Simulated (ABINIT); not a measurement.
# WS2 in ABINIT: band structure with r2SCAN

Aim: the band structure of WS2 with r2SCAN.

All numbers are computed with ABINIT 10.8.3 (patched build); they aren't measurements. Logs are shortened: lines on timing, memory, paths and dates and some standing lists are left out, and cuts for length are marked. The log counts tension as positive stress, the text compression.

## Step 1: The slab as given

The cell holds a slab with vacuum, 3 atoms: a = 3.184 Å, b = 3.184 Å, c = 16.951 Å, α = 90.00°, β = 90.00°, γ = 120.00°.

## Step 2: Band structure, r2SCAN

run.abi

```
# Datasets: ground state, then fixed potential
ndtset 2

# Pseudopotentials
pp_dirpath "./"
pseudos "W.GGA_PBE-JTH.xml, S.GGA_PBE-JTH.xml"

# Structure
acell 6.0159740246 6.0159740245 32.0319498662
rprim
     1.0000000000     0.0000000000     0.0000000000
    -0.5000000000     0.8660254038     0.0000000000
     0.0000000000     0.0000000000     1.0000000000
ntypat 2
znucl 74 16
natom 3
typat 1 2 2
xred
     0.0000000000     0.0000000000     0.0000000000
     0.3333333333     0.6666666667     0.0920005100
     0.3333333333     0.6666666667     0.9079994900

# Plane-wave basis
ecut 24.0
pawecutdg 46.0

# Exchange and correlation
ixc -497498
usekden 1
pawxcdev 0

# Bands and occupations
occopt 3
tsmear 0.00183747

# SCF cycle
nstep 100

# Output
iomode 3
prtwf 0
prteig 0
prtebands 0
enunit 1
prtden1 1
prtkden1 1

# Dataset 1
kptopt1 1
ngkpt1 10 10 2
nshiftk1 1
shiftk1 0.0 0.0 0.0
nband1 17
tolvrs1 1.0e-7

# Dataset 2: bands along G-M-K-G-A-L-H-A
iscf2 -2
getden2 1
getkden2 1
nband2 23
nbdbuf2 4
tolwfr2 1.0e-11
kptopt2 -7
ndivsm2 5
prteig2 1
prtvol2 -3
kptbounds2
     0.0000000000     0.0000000000     0.0000000000
     0.5000000000     0.0000000000     0.0000000000
     0.3333333333     0.3333333333     0.0000000000
     0.0000000000     0.0000000000     0.0000000000
     0.0000000000     0.0000000000     0.5000000000
     0.5000000000     0.0000000000     0.5000000000
     0.3333333333     0.3333333333     0.5000000000
     0.0000000000     0.0000000000     0.5000000000
```

Potentials or basis: JTH PAW PBE v2.0.

Started as:

```console
$ abinit run.abi > log 2>&1
```

run.abo:

```text
.Version 10.8.3 of ABINIT
 DATASET    1 : space group P-6 m 2 (#187); Bravais hP (primitive hexag.)
================================================================================
 Values of the parameters that define the memory need for DATASET  1.
     intxc =       0    ionmov =       0      iscf =      17    lmnmax =      18
     lnmax =       6     mgfft =     144  mpssoang =       3    mqgrid =    9780
     natom =       3  nloc_mem =       2    nspden =       1   nspinor =       1
    nsppol =       1      nsym =      12    n1xccc =       1    ntypat =       2
    occopt =       3   xclevel =       2
       mpw =        5700          nfft =      129600          nkpt =          28
 PAW method is used; the additional fine FFT grid is defined by:
   mgfftf=       200    nfftf =    320000
================================================================================
================================================================================

 DATASET    2 : space group P-6 m 2 (#187); Bravais hP (primitive hexag.)
================================================================================
 Values of the parameters that define the memory need for DATASET  2.
     intxc =       0    ionmov =       0      iscf =      -2    lmnmax =      18
     lnmax =       6     mgfft =     144  mpssoang =       3    mqgrid =    9780
     natom =       3  nloc_mem =       2    nspden =       1   nspinor =       1
    nsppol =       1      nsym =      12    n1xccc =       1    ntypat =       2
    occopt =       3   xclevel =       2
       mpw =        5717          nfft =      129600          nkpt =         174
 PAW method is used; the additional fine FFT grid is defined by:
   mgfftf=       200    nfftf =    320000
================================================================================
================================================================================

--------------------------------------------------------------------------------
------------- Echo of variables that govern the present computation ------------
--------------------------------------------------------------------------------
 -outvars: echo values of preprocessed input variables --------
            acell      6.0159740246E+00  6.0159740245E+00  3.2031949866E+01 Bohr
              amu      1.83850000E+02  3.20660000E+01
             ecut      2.40000000E+01 Hartree
           enunit           1
           getden1          0
           getden2          1
          getkden1          0
          getkden2          1
             iscf1         17
             iscf2         -2
              ixc     -497498
           jdtset        1    2
           kptopt1          1
           kptopt2         -7
         kptrlatt       10    0    0      0   10    0      0    0    2
          kptrlen1     6.01597402E+01
          kptrlen2     3.00000000E+01
            natom           3
            nband1         17
            nband2         23
           nbdbuf1          0
           nbdbuf2          4
           ndtset           2
           ndivsm1          0
           ndivsm2          5
            ngfft          30      30     144
          ngfftdg          40      40     200
             nkpt1         28
             nkpt2        174
            nstep         100
             nsym          12
           ntypat           2
           occopt           3
        pawecutdg      4.60000000E+01 Hartree
         pawxcdev           0
        prtebands           0
           prteig1          0
           prteig2          1
          prtkden           1
           prtvol1          0
           prtvol2         -3
            prtwf           0
            rprim      1.0000000000E+00  0.0000000000E+00  0.0000000000E+00
                      -5.0000000000E-01  8.6602540380E-01  0.0000000000E+00
                       0.0000000000E+00  0.0000000000E+00  1.0000000000E+00
[... 1666 lines left out ...]
  3.12E-12  3.62E-12  2.83E-12  7.17E-12  4.39E-12  5.21E-12  5.25E-12  4.42E-12
  7.57E-12  7.68E-12  4.30E-12  9.07E-12  8.15E-12  6.89E-11  2.86E-06
 -2.8464E+00 -1.5070E+00 -1.5016E+00 -1.5015E+00 -6.2144E-01 -5.5730E-01
 -2.9427E-01 -1.6467E-01 -1.6404E-01 -1.3407E-01 -1.1742E-01 -1.1633E-01
 -5.1583E-02  6.0999E-02  6.1509E-02  6.6125E-02  6.6417E-02  1.5528E-01
  1.6152E-01  1.8075E-01  2.1115E-01  2.6216E-01  2.9435E-01
 Non-SCF case, kpt  174 (  0.00000  0.00000  0.50000), residuals and eigenvalues=
  5.60E-12  8.42E-12  8.72E-12  7.44E-12  2.99E-12  3.16E-12  5.43E-12  3.62E-12
  5.34E-12  2.27E-12  6.78E-12  7.99E-12  4.68E-12  5.74E-12  6.52E-12  5.61E-12
  9.06E-12  6.81E-12  2.31E-12  6.05E-12  5.66E-12  4.25E-10  9.63E-07
 -2.8464E+00 -1.5070E+00 -1.5015E+00 -1.5015E+00 -6.2162E-01 -5.5737E-01
 -2.9447E-01 -1.6421E-01 -1.6421E-01 -1.3298E-01 -1.1713E-01 -1.1713E-01
 -5.1498E-02  6.1170E-02  6.1170E-02  6.6583E-02  6.6583E-02  1.5462E-01
  1.6132E-01  1.8033E-01  2.1096E-01  2.6195E-01  2.9361E-01

Result for kinetic energy density :

--------------------------------------------------------------------------------
 Total kinetic energy density [Ha/Bohr^3]
)     Maximum=    5.0146E-01  at reduced coord.    0.3500    0.6750    0.9150
)     Minimum=    1.4535E-08  at reduced coord.    0.6000    0.3000    0.5000
   Integrated=    1.5762E+01
--------------------------------------------------------------------------------

--- !ResultsGS
iteration_state: {dtset: 2, }
comment   : Summary of ground state results
lattice_vectors:
- [  6.0159740,   0.0000000,   0.0000000, ]
- [ -3.0079870,   5.2099863,   0.0000000, ]
- [  0.0000000,   0.0000000,  32.0319499, ]
lattice_lengths: [   6.01597,    6.01597,   32.03195, ]
lattice_angles: [ 90.000,  90.000, 120.000, ] # degrees, (23, 13, 12)
lattice_volume:   1.0039820E+03
convergence: {deltae:  0.000E+00, res2:  0.000E+00, residm:  9.995E-12, diffor:  0.000E+00, }
etotal    :  -4.24828490E+01
entropy   :   0.00000000E+00
fermie    :  -1.42048287E-02
cartesian_stress_tensor: null
pressure_GPa: null
xred      :
- [  0.0000E+00,   0.0000E+00,   0.0000E+00,  W]
- [  3.3333E-01,   6.6667E-01,   9.2001E-02,  S]
- [  3.3333E-01,   6.6667E-01,   9.0800E-01,  S]
cartesian_forces: null
force_length_stats: {min: null, max: null, mean: null, }
...

 Integrated electronic density in atomic spheres:
 ------------------------------------------------
 Atom  Sphere_radius  Integrated_density
    1        2.41189         11.71405290
    2        1.90380          3.62017250
    3        1.90380          3.62017250

================================================================================

 ----iterations are completed or convergence reached----

 Mean square residual over all n,k,spin=   59.107E-13; max=  99.952E-13
 reduced coordinates (array xred) for    3 atoms
       0.000000000000      0.000000000000      0.000000000000
       0.333333333333      0.666666666667      0.092000510000
       0.333333333333      0.666666666667      0.907999490000

 cartesian coordinates (angstrom) at end:
    1      0.00000000000000     0.00000000000000     0.00000000000000
    2      0.00000000001764     1.83800402340142     1.55946180961497
    3      0.00000000001764     1.83800402340142    15.39111606886600
 length scales=  6.015974024600  6.015974024500 32.031949866200 bohr
              =  3.183516353043  3.183516352990 16.950577878481 angstroms
 Eigenvalues (   eV  ) for nkpt= 174  k points:
 kpt#   1, nband= 23, wtk=  1.00000, kpt=  0.0000  0.0000  0.0000 (reduced coord)
 -77.45481  -41.00739  -40.85885  -40.85885  -16.91501  -15.16669   -8.01306   -4.46840
  -4.46840   -3.61869   -3.18735   -3.18735   -1.40138    1.66445    1.66445    1.81180
   1.81180    4.13666    4.61353    4.73232    5.71907    7.28207    8.00875
 kpt#   2, nband= 23, wtk=  1.00000, kpt=  0.0161  0.0000  0.0000 (reduced coord)
 -77.45476  -41.00721  -40.85978  -40.85906  -16.91049  -15.16510   -8.00767   -4.48044
  -4.46401   -3.64705   -3.19470   -3.16638   -1.40358    1.66004    1.67327    1.79987
   1.80750    4.15048    4.62674    4.73746    5.72590    7.28681    8.02784
 kpt#   3, nband= 23, wtk=  1.00000, kpt=  0.0323  0.0000  0.0000 (reduced coord)
 -77.45462  -41.00670  -40.86255  -40.85970  -16.89696  -15.16034   -7.99155   -4.51619
  -4.45091   -3.71946   -3.21654   -3.11631   -1.41037    1.64750    1.69940    1.76516
   1.79469    4.18970    4.66739    4.75286    5.74644    7.30098    8.08568
 kpt#   4, nband= 23, wtk=  1.00000, kpt=  0.0484  0.0000  0.0000 (reduced coord)
 -77.45437  -41.00584  -40.86714  -40.86076  -16.87450  -15.15243   -7.96485   -4.57447
  -4.42919   -3.81676   -3.25215   -3.05667   -1.42222    1.62896    1.71071    1.74200
   1.77387    4.24832    4.73802    4.77847    5.78086    7.32446    8.20514
 kpt#   5, nband= 23, wtk=  1.00000, kpt=  0.0645  0.0000  0.0000 (reduced coord)
[... 665 lines left out ...]
  -4.42749   -3.82351   -3.25745   -3.05060   -1.42320    1.62640    1.70685    1.74659
   1.77168    4.35779    4.43833    5.01515    5.78703    7.18012    8.16457
 kpt# 172, nband= 23, wtk=  1.00000, kpt=  0.0190  0.0190  0.5000 (reduced coord)
 -77.45460  -41.00665  -40.86271  -40.85974  -16.89613  -15.16004   -7.99055   -4.51833
  -4.45011   -3.72338   -3.21833   -3.11326   -1.41075    1.64656    1.70125    1.76320
   1.79382    4.27742    4.41131    4.95379    5.76118    7.15131    8.06882
 kpt# 173, nband= 23, wtk=  1.00000, kpt=  0.0095  0.0095  0.5000 (reduced coord)
 -77.45475  -41.00719  -40.85981  -40.85907  -16.91028  -15.16502   -8.00741   -4.48098
  -4.46380   -3.64828   -3.19503   -3.16542   -1.40364    1.65986    1.67373    1.79935
   1.80730    4.22533    4.39508    4.91852    5.74563    7.13385    8.00968
 kpt# 174, nband= 23, wtk=  1.00000, kpt=  0.0000  0.0000  0.5000 (reduced coord)
 -77.45479  -41.00736  -40.85884  -40.85884  -16.91501  -15.16668   -8.01304   -4.46838
  -4.46838   -3.61868   -3.18728   -3.18728   -1.40133    1.66452    1.66452    1.81182
   1.81182    4.20729    4.38966    4.90702    5.74044    7.12800    7.98950

== END DATASET(S) ==============================================================
================================================================================

 -outvars: echo values of variables after computation  --------
            acell      6.0159740246E+00  6.0159740245E+00  3.2031949866E+01 Bohr
           etotal1    -4.2482848983E+01
            fcart1    -5.3471199844E-26 -3.9692072087E-26 -0.0000000000E+00
                      -6.4929314096E-26 -2.4476777787E-25  4.1023436864E-04
                       1.1840051394E-25  2.8445984996E-25 -4.1023436864E-04
            rprim      1.0000000000E+00  0.0000000000E+00  0.0000000000E+00
                      -5.0000000000E-01  8.6602540380E-01  0.0000000000E+00
                       0.0000000000E+00  0.0000000000E+00  1.0000000000E+00
           strten1    -2.5549174647E-07 -2.5549175019E-07  1.4506409830E-07
                       0.0000000000E+00  0.0000000000E+00 -1.3251631134E-14
           xangst      0.0000000000E+00  0.0000000000E+00  0.0000000000E+00
                       1.7639339572E-11  1.8380040234E+00  1.5594618096E+00
                       1.7639339572E-11  1.8380040234E+00  1.5391116069E+01
             xred      0.0000000000E+00  0.0000000000E+00  0.0000000000E+00
                       3.3333333333E-01  6.6666666667E-01  9.2000510000E-02
                       3.3333333333E-01  6.6666666667E-01  9.0799949000E-01
 Calculation completed.
```

Run time: 33 min. Hardware: 1 thread of Arm Neoverse V2, shared host; peak memory 0.58 GiB.

What came out:

```yaml
Free_energy: -1156.0172 eV
Largest_force: 0.021 eV/Å
Band_gap_on_the_k_mesh: 2.10 eV, indirect (least direct gap 2.29 eV)
Band_gap_along_the_path: 1.89 eV, indirect (least direct gap 1.93 eV)
Valence_electrons_inside_the_program's_atomic_spheres: W 11.71; S 3.62
```

Forces on the atoms (eV/Å):
```
W    0.000  0.000  0.000
S    0.000  0.000  0.021
S    0.000  0.000 -0.021
```

Levels at the corners of the path, in eV from the valence-band top:
```tsv
point	band 10	band 11	band 12	band 13	band 14	band 15	band 16	band 17
Γ	-2.22	-1.79	-1.79	0.00	3.07	3.07	3.21	3.21
M	-3.63	-2.25	-1.43	-0.98	2.97	3.44	4.39	4.97
K	-4.09	-3.41	-2.51	-0.04	1.89	3.59	4.27	5.87
Γ	-2.22	-1.79	-1.79	0.00	3.07	3.07	3.21	3.21
A	-2.22	-1.79	-1.79	0.00	3.07	3.07	3.21	3.21
L	-3.63	-2.25	-1.43	-0.98	2.97	3.44	4.39	4.97
H	-4.09	-3.41	-2.51	-0.04	1.89	3.59	4.27	5.87
A	-2.22	-1.79	-1.79	0.00	3.07	3.07	3.21	3.21
```

Caveat: meta-GGAs are numerically delicate in the vacuum of a slab; the PAW data sets were made with another functional, which shifts forces and pressure a little; spin-orbit coupling is left out, which moves the levels of the heavy elements.
